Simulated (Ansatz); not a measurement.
Crystal: Li.

```
Li
1.0
    -1.75465    1.75465    1.75465
     1.75465   -1.75465    1.75465
     1.75465    1.75465   -1.75465
Li
1
Direct
  0.00000 0.00000 0.00000
```

Base run:

```yaml
Program: Ansatz 0.2.0
Functional: PBE
Potentials_or_basis: all-electron LAPW, scalar-relativistic
Cutoff: 67 eV (chosen from the basis error)
Basis_error_allowed: 0.001 eV/atom
k_mesh: 11 × 11 × 11
Occupations: gaussian, width 0.017 eV
Spin: no spin polarisation
```

Its results: band gap on the k mesh none (metal or under the smearing width); pressure -0.8 GPa.

Task: The run is repeated on the same cell with these changes: functional from PBE to LDA; occupations from gaussian, width 0.017 eV to gaussian, width 0.05 eV. What comes out?

Result: Band gap on the k mesh none (metal or under the smearing width); pressure -1.6 GPa.
